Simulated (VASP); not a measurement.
# Sn (Fd-3m) in VASP: further runs

Runs on Sn. Level: PBEsol. Tasks: relaxation of cell and atoms.

Program: VASP 6.6.1. These are calculated values, not measurements. Logs are shortened: lines on timing, memory, paths and dates and some standing lists are left out, and cuts for length are marked.

### 1 Starting point

It takes space group Fd-3m (No. 227, cubic). The conventional cell has a = 6.467 Å, b = 6.467 Å, c = 6.467 Å, α = 90.00°, β = 90.00°, γ = 90.00°. Around Sn (site symmetry -43m) lie 4 Sn at 2.80 Å.

This isn't the form of Sn at room conditions, which is tetragonal (white tin).

### 2 Relaxation of cell and atoms, PBEsol

File INCAR:

```
SYSTEM = Sn
PREC = Accurate ; ENCUT = 600
EDIFF = 1E-6 ; ISMEAR = 0
SIGMA = 0.03 ; LREAL = .FALSE.
LASPH = .TRUE. ; NELM = 80
ALGO = Normal ; ISIF = 3
LWAVE = .FALSE. ; LCHARG = .FALSE.
GGA = PS ; IBRION = 2
NSW = 90 ; EDIFFG = -0.01
```

File KPOINTS:

```
Automatic mesh
0
G
  10 10 10
  0 0 0
```

File POSCAR:

```
Sn
1.0
    0.0000000000      3.2333428000      3.2333428000
    3.2333428000      0.0000000000      3.2333428000
    3.2333428000      3.2333428000      0.0000000000
Sn
2
Direct
    0.0000000000      0.0000000000      0.0000000000
    0.2500000000      0.2500000000      0.2500000000
```

Potentials or basis: VASP PAW PBE potentials, release 64 (Sn_d).

Command:

```bash
$ cat potpaw_PBE.64/Sn_d/POTCAR > POTCAR
$ mpirun -np 1 vasp_std > vasp.out
```

OUTCAR:

```text
SYSTEM = Sn
   PREC = Accurate
   ENCUT = 600
   EDIFF = 1E-6
   ISMEAR = 0
   LREAL = .FALSE.
   LASPH = .TRUE.
   NELM = 80
   ISIF = 3
   GGA = PS
   IBRION = 2
   NSW = 90
   EDIFFG = -0.01

 ion  position               nearest neighbor table
   1  0.000  0.000  0.000-   2 2.80   2 2.80   2 2.80   2 2.80
   2  0.250  0.250  0.250-   1 2.80   1 2.80   1 2.80   1 2.80

  LATTYP: Found a face centered cubic cell.
 ALAT       =     6.4666856000

  Lattice vectors:

 A1 = (   0.0000000000,   3.2333428000,   3.2333428000)
 A2 = (   3.2333428000,   0.0000000000,   3.2333428000)
 A3 = (   3.2333428000,   3.2333428000,   0.0000000000)

Analysis of symmetry for initial positions (statically):
=====================================================================
 Subroutine PRICEL returns:
 Original cell was already a primitive cell.

 Routine SETGRP: Setting up the symmetry group for a
 face centered cubic supercell.

 Subroutine GETGRP returns: Found 48 space group operations
 (whereof 24 operations were pure point group operations)
 out of a pool of 48 trial point group operations.

The static configuration has the point symmetry T_d .
 The point group associated with its full space group is O_h .

Analysis of symmetry for dynamics (positions and initial velocities):
=====================================================================
 Subroutine PRICEL returns:
 Original cell was already a primitive cell.

 Routine SETGRP: Setting up the symmetry group for a
 face centered cubic supercell.

 Subroutine GETGRP returns: Found 48 space group operations
 (whereof 24 operations were pure point group operations)
 out of a pool of 48 trial point group operations.

The dynamic configuration has the point symmetry T_d .
 The point group associated with its full space group is O_h .

 Subroutine INISYM returns: Found 48 space group operations
 (whereof 24 operations are pure point group operations),
 and found     1 'primitive' translations

----------------------------------------------------------------------------------------

                                     Primitive cell

  volume of cell :      67.6060

  direct lattice vectors                    reciprocal lattice vectors
     0.000000000  3.233342800  3.233342800    -0.154638723  0.154638723  0.154638723
     3.233342800  0.000000000  3.233342800     0.154638723 -0.154638723  0.154638723
     3.233342800  3.233342800  0.000000000     0.154638723  0.154638723 -0.154638723

  length of vectors
     4.572637240  4.572637240  4.572637240     0.267842124  0.267842124  0.267842124

  position of ions in fractional coordinates (direct lattice)
     0.000000000  0.000000000  0.000000000
     0.250000000  0.250000000  0.250000000

  ion indices of the primitive-cell ions
   primitive index   ion index
                 1           1
                 2           2

----------------------------------------------------------------------------------------

 KPOINTS: Automatic mesh

Automatic generation of k-mesh.
 Grid dimensions read from file:
 generate k-points for:   10   10   10

 Generating k-lattice:

  Cartesian coordinates                     Fractional coordinates (reciprocal lattice)
    -0.015463872  0.015463872  0.015463872     0.100000000  0.000000000  0.000000000
     0.015463872 -0.015463872  0.015463872     0.000000000  0.100000000  0.000000000
     0.015463872  0.015463872 -0.015463872     0.000000000  0.000000000  0.100000000

  Length of vectors
     0.026784212  0.026784212  0.026784212

  Shift w.r.t. Gamma in fractional coordinates (k-lattice)
     0.000000000  0.000000000  0.000000000

 Subroutine IBZKPT returns following result:
 ===========================================

 Found     47 irreducible k-points:

 Following reciprocal coordinates:
            Coordinates               Weight
  0.000000  0.000000  0.000000      1.000000
  0.100000  0.000000  0.000000      8.000000
  0.200000  0.000000  0.000000      8.000000
  0.300000  0.000000  0.000000      8.000000
  0.400000  0.000000  0.000000      8.000000
  0.500000  0.000000  0.000000      4.000000
[... 16 lines left out ...]
  0.300000  0.300000  0.000000      6.000000
  0.400000  0.300000  0.000000     24.000000
 [... further k-points ...]
   k-points           NKPTS =     47   k-points in BZ     NKDIM =     47   number of bands    NBANDS=     18
   number of dos      NEDOS =    301   number of ions     NIONS =      2
   total plane-waves  NPLWV =  64000
   dimension x,y,z NGX =    40 NGY =   40 NGZ =   40
   dimension x,y,z NGXF=    80 NGYF=   80 NGZF=   80
   ions per type =               2
   NGX,Y,Z   is equivalent  to a cutoff of  14.54, 14.54, 14.54 a.u.
   NGXF,Y,Z  is equivalent  to a cutoff of  29.09, 29.09, 29.09 a.u.
 SYSTEM =  Sn
   PREC   = accura    normal or accurate (medium, high low for compatibility)
   ISTART =      0    job   : 0-new  1-cont  2-samecut
   ICHARG =      2    charge: 1-file 2-atom 10-const
   ISPIN  =      1    spin polarized calculation?
   LNONCOLLINEAR =      F non collinear calculations
   LSORBIT =      F    spin-orbit coupling
   LASPH  =      T    aspherical Exc in radial PAW
   ENCUT  =  600.0 eV  44.10 Ry    6.64 a.u.   9.13  9.13  9.13*2*pi/ulx,y,z
   NELM   =     80;   NELMIN=  2; NELMDL= -5     # of ELM steps
   EDIFF  = 0.1E-05   stopping-criterion for ELM
   LREAL  =      F    real-space projection
   EDIFFG = -.1E-01   stopping-criterion for IOM
   NSW    =     90    number of steps for IOM
   IBRION =      2    ionic relax: 0-MD 1-quasi-New 2-CG
   NFREE  =      1    steps in history (QN), initial steepest desc. (CG)
   ISIF   =      3    stress and relaxation
   ISYM   =      2    0-nonsym 1-usesym 2-fastsym
   POTIM  = 0.5000    time-step for ionic-motion
   TEBEG  =    0.0;   TEEND  =   0.0 temperature during run
   PSTRESS=    0.0 pullay stress
   NELECT =      28.0000    total number of electrons
   NUPDOWN=      -1.0000    fix difference up-down
   EMIN   =  10.00;   EMAX   =-10.00  energy-range for DOS
   EFERMI =   0.00;   METHOD = LEGACY
   ISMEAR =     0;   SIGMA  =   0.03  broadening in eV -4-tet -1-fermi 0-gaus
   EFERMI_NEDOS =   21; number of points for ismear=-14 and -15
   IALGO  =     38    algorithm
   IMIX   =      4    mixing-type and parameters
     AMIX     =   0.40;   BMIX     =  1.00
     AMIX_MAG =   1.60;   BMIX_MAG =  1.00
  volume/ion in A,a.u.               =      33.80       228.11
  Fermi-wavevector in a.u.,A,eV,Ry     =   1.220298  2.306028 20.260793  1.489126
  Thomas-Fermi vector in A             =   2.355520
   LORBIT       =      0    0 simple, 1 ext, 2 COOP (PROOUT), +10 PAW based schemes
   GGA     = PS    functional components
   LHFCALC =     F    Hartree Fock is set to
   AEXX    =    0.0000 exact exchange contribution
   IVDW    =     0    specifies the selected vdW correction
   LEPSILON=     F    determine dielectric tensor
   LRPA    =     F    only Hartree local field effects (RPA)
 conjugate gradient relaxation of ions
 non-spin polarized calculation
 Gauss-broadening in eV      SIGMA  =   0.03
  energy-cutoff  :      600.00
  volume of cell :       67.61
 maximum number of plane-waves:      2279
 NGX is ok and might be reduce to    40
   NGX = 19   NGY = 19   NGZ = 19

--------------------------------------- Ionic step        1  -------------------------------------------

 number of electron      28.0000005 magnetization

 Free energy of the ion-electron system (eV)
  ---------------------------------------------------
  ext. energy  EPLUGINS =         0.00000000
  ---------------------------------------------------
  free energy    TOTEN  =        -8.45316447 eV

  energy without entropy =       -8.45309432  energy(sigma->0) =       -8.45312940

------------------------ aborting loop because EDIFF is reached ----------------------------------------

  FORCE on cell =-STRESS in cart. coord.  units (eV):
  Direction    XX          YY          ZZ          XY          YZ          ZX
  --------------------------------------------------------------------------------------
  -------------------------------------------------------------------------------------
  Total        0.6209365      0.6209365      0.6209365      0.0000000     -0.0000000      0.0000000
  in kB       14.7154163     14.7154163     14.7154163      0.0000000     -0.0000000      0.0000000
  external PRESSURE =      14.7154163 kB  Pullay stress =       0.0000000 kB
[... 57 lines left out ...]
  energy  without entropy=       -8.4614159659  energy(sigma->0) =       -8.46158200

--------------------------------------- Ionic step        3  -------------------------------------------

 number of electron      28.0000003 magnetization

 Free energy of the ion-electron system (eV)
  ---------------------------------------------------
  ext. energy  EPLUGINS =         0.00000000
  ---------------------------------------------------
  free energy    TOTEN  =        -8.46304511 eV

  energy without entropy =       -8.46283448  energy(sigma->0) =       -8.46293979

 E-fermi :   5.1834     XC(G=0):  -8.9695

 val. band max:        5.1576733782   @ k =   0.1000   0.0000   0.0000
 cond. band min:       5.2192190411   @ k =   0.4000   0.0000   0.0000
 fundamental gap:      0.0615456629
 Fermi energy:         5.1834320270

 k-point     1 :       0.0000    0.0000    0.0000
  band No.  band energies     occupation
      1     -16.2969      2.00000
      2     -16.2969      2.00000
      3     -16.2969      2.00000
      4     -16.2395      2.00000
      5     -16.2395      2.00000
      6     -15.9454      2.00000
[... 10 lines left out ...]
     17       7.4071      0.00000
     18       7.4071      0.00000
[... 466 lines left out ...]
      2     -16.3371      2.00000
      3     -16.2683      2.00000
      4     -16.1559      2.00000
      5     -16.1237      2.00000
      6     -16.0977      2.00000
[... 10 lines left out ...]
     17      10.6081      0.00000
     18      11.1023      0.00000

 [... further k-points ...]

------------------------ aborting loop because EDIFF is reached ----------------------------------------

  FORCE on cell =-STRESS in cart. coord.  units (eV):
  Direction    XX          YY          ZZ          XY          YZ          ZX
  --------------------------------------------------------------------------------------
  -------------------------------------------------------------------------------------
  Total       -0.0019577     -0.0019577     -0.0019577      0.0000000      0.0000000      0.0000000
  in kB       -0.0449095     -0.0449095     -0.0449095      0.0000000      0.0000000      0.0000000
  external PRESSURE =      -0.0449095 kB  Pullay stress =       0.0000000 kB
[... 17 lines left out ...]
  FREE ENERGIE OF THE ION-ELECTRON SYSTEM (eV)
  ---------------------------------------------------
  free  energy   TOTEN  =        -8.4630451061 eV

  energy  without entropy=       -8.4628344790  energy(sigma->0) =       -8.46293979

 reached required accuracy - stopping structural energy minimisation
```

Wall time 57 s (1 thread of Intel Xeon 6975P-C (Granite Rapids), shared host); peak memory 0.26 GiB.

Results:

- Free energy: -8.4630 eV
- Relaxed volume: 34.92 Å³/atom
- Relaxed cell: a = 4.622 Å, b = 4.622 Å, c = 4.622 Å, α = 60.00°, β = 60.00°, γ = 60.00°
- Space group after relaxing (to 0.05 Å): Fd-3m (No. 227)
- Energy gained by relaxing: 4.9 meV/atom
- Ionic steps: 3
- Pressure after relaxing: 0.0 GPa
- Band gap on the k mesh: none (metal or under the smearing width)

The path:
| step | energy change (eV) | largest force (eV/Å) | pressure (GPa) | volume (Å³) |
| --- | --- | --- | --- | --- |
| 1 | 0.0000 | 0.0000 | 1.47 | 67.61 |
| 2 | -0.0086 | 0.0000 | -0.46 | 70.69 |
| 3 | -0.0099 | 0.0000 | 0.00 | 69.84 |

Final structure:
```
Sn
1.0
     0.00000    3.26858    3.26858
     3.26858    0.00000    3.26858
     3.26858    3.26858    0.00000
Sn
2
Direct
  0.00000 0.00000 0.00000
  0.25000 0.25000 0.25000
```

Levels at points of the mesh, in eV from the Fermi level:
```csv
k point,band 10,band 11,band 12,band 13,band 14,band 15,band 16,band 17,band 18
"(0.00, 0.00, 0.00)",-21.12,-10.41,-0.77,0.16,0.16,0.16,2.22,2.22,2.22
"(0.50, 0.00, 0.00)",-21.08,-8.83,-6.16,-1.01,-1.01,-0.03,3.28,3.28,5.62
"(0.50, 0.50, 0.00)",-21.06,-7.38,-7.38,-2.32,-2.32,0.86,0.86,7.65,7.65
```

Caveat: the PAW data sets were made with another functional, which shifts forces and pressure a little.

### 3 Relaxation of cell and atoms, PBEsol

This run uses another cell than the first one, of 34.92 Å³/atom, 1.033 times its volume.

File INCAR:

```
SYSTEM = Sn
PREC = Accurate ; ENCUT = 600
EDIFF = 1E-7 ; ISMEAR = 0
SIGMA = 0.03 ; LREAL = .FALSE.
LASPH = .TRUE. ; NELM = 80
ALGO = Normal ; ISIF = 3
LWAVE = .FALSE. ; LCHARG = .FALSE.
GGA = PS ; IBRION = 2
NSW = 90 ; EDIFFG = -0.005
```

KPOINTS is that of step 2.

File POSCAR:

```
Sn                                      
1.0
    0.0000000000      3.2685833775      3.2685833775
    3.2685833775     -0.0000000000      3.2685833775
    3.2685833775      3.2685833775      0.0000000000
  Sn            
     2
Direct
     0.0000000000000000    0.0000000000000000    0.0000000000000000
     0.2500000000000000    0.2500000000000000    0.2500000000000000
```

Potentials or basis: VASP PAW PBE potentials, release 64 (Sn_d).

Command:

```bash
$ cat potpaw_PBE.64/Sn_d/POTCAR > POTCAR
$ mpirun -np 1 vasp_std > vasp.out
```

OUTCAR:

```text
SYSTEM = Sn
   PREC = Accurate
   ENCUT = 600
   EDIFF = 1E-7
   ISMEAR = 0
   LREAL = .FALSE.
   LASPH = .TRUE.
   NELM = 80
   ISIF = 3
   GGA = PS
   IBRION = 2
   NSW = 90
   EDIFFG = -0.005

 ion  position               nearest neighbor table
   1  0.000  0.000  0.000-   2 2.83   2 2.83   2 2.83   2 2.83
   2  0.250  0.250  0.250-   1 2.83   1 2.83   1 2.83   1 2.83

  LATTYP: Found a face centered cubic cell.
[... 701 lines left out ...]

  FORCE on cell =-STRESS in cart. coord.  units (eV):
  Direction    XX          YY          ZZ          XY          YZ          ZX
  --------------------------------------------------------------------------------------
  -------------------------------------------------------------------------------------
  Total        0.0021703      0.0021703      0.0021703      0.0000000      0.0000000      0.0000000
  in kB        0.0497876      0.0497876      0.0497876      0.0000000      0.0000000      0.0000000
  external PRESSURE =       0.0497876 kB  Pullay stress =       0.0000000 kB

 VOLUME and BASIS-vectors are now :
 -----------------------------------------------------------------------------
  energy-cutoff  :      600.00
  volume of cell :       69.84
      direct lattice vectors                 reciprocal lattice vectors
     0.000000000  3.268583378  3.268583378    -0.152971469  0.152971469  0.152971469
     3.268583378  0.000000000  3.268583378     0.152971469 -0.152971469  0.152971469
     3.268583378  3.268583378  0.000000000     0.152971469  0.152971469 -0.152971469

 POSITION                                       TOTAL-FORCE (eV/Angst)
 -----------------------------------------------------------------------------------
      0.00000      0.00000      0.00000        -0.000000     -0.000000     -0.000000
      1.63429      1.63429      1.63429         0.000000      0.000000      0.000000
 -----------------------------------------------------------------------------------
    total drift:                               -0.000000     -0.000000      0.000000

  FREE ENERGIE OF THE ION-ELECTRON SYSTEM (eV)
  ---------------------------------------------------
  free  energy   TOTEN  =        -8.4633191881 eV

  energy  without entropy=       -8.4631083319  energy(sigma->0) =       -8.46321376

 reached required accuracy - stopping structural energy minimisation
```

OSZICAR:

```text
N       E                     dE             d eps       ncg     rms          rms(c)
DAV:   1     0.214600863403E+03    0.21460E+03   -0.16120E+04  1694   0.238E+03
DAV:   2     0.121070845633E+02   -0.20249E+03   -0.20031E+03  1700   0.470E+02
DAV:   3    -0.789784985396E+01   -0.20005E+02   -0.19840E+02  1912   0.151E+02
DAV:   4    -0.853722121553E+01   -0.63937E+00   -0.63784E+00  1912   0.294E+01
DAV:   5    -0.856297266811E+01   -0.25751E-01   -0.25750E-01  2254   0.548E+00    0.318E+00
DAV:   6    -0.849485403940E+01    0.68119E-01   -0.46672E-02  2106   0.316E+00    0.180E+00
DAV:   7    -0.846214146731E+01    0.32713E-01   -0.58910E-02  1862   0.291E+00    0.164E-01
DAV:   8    -0.846302909737E+01   -0.88763E-03   -0.66205E-03  1796   0.110E+00    0.543E-02
DAV:   9    -0.846331099399E+01   -0.28190E-03   -0.37261E-04  2116   0.139E-01    0.124E-02
DAV:  10    -0.846331722425E+01   -0.62303E-05   -0.22505E-05  2092   0.548E-02    0.524E-03
DAV:  11    -0.846331912981E+01   -0.19056E-05   -0.36207E-06  1744   0.128E-02    0.121E-03
DAV:  12    -0.846331918809E+01   -0.58281E-07   -0.94855E-08  1500   0.342E-03
   1 F= -.84633192E+01 E0= -.84632138E+01  d E =-.846332E+01
```

It took 27 s on 1 thread of Intel Xeon 6975P-C (Granite Rapids), shared host; peak memory 0.26 GiB.

Results:

| Property | Result |
| --- | --- |
| Free energy | -8.4633 eV |
| Pressure after relaxing | 0.0 GPa |
| Band gap on the k mesh | none (metal or under the smearing width) |

Final structure:
```yaml
crystal:
  lattice:
    - [0.00000, 3.26858, 3.26858]
    - [3.26858, 0.00000, 3.26858]
    - [3.26858, 3.26858, 0.00000]
  atoms:
    - { symbol: Sn, position: [0.00000, 0.00000, 0.00000] }
    - { symbol: Sn, position: [0.25000, 0.25000, 0.25000] }
```

Caveat: the relaxation stopped at its first step, so nothing moved; the PAW data sets were made with another functional, which shifts forces and pressure a little.
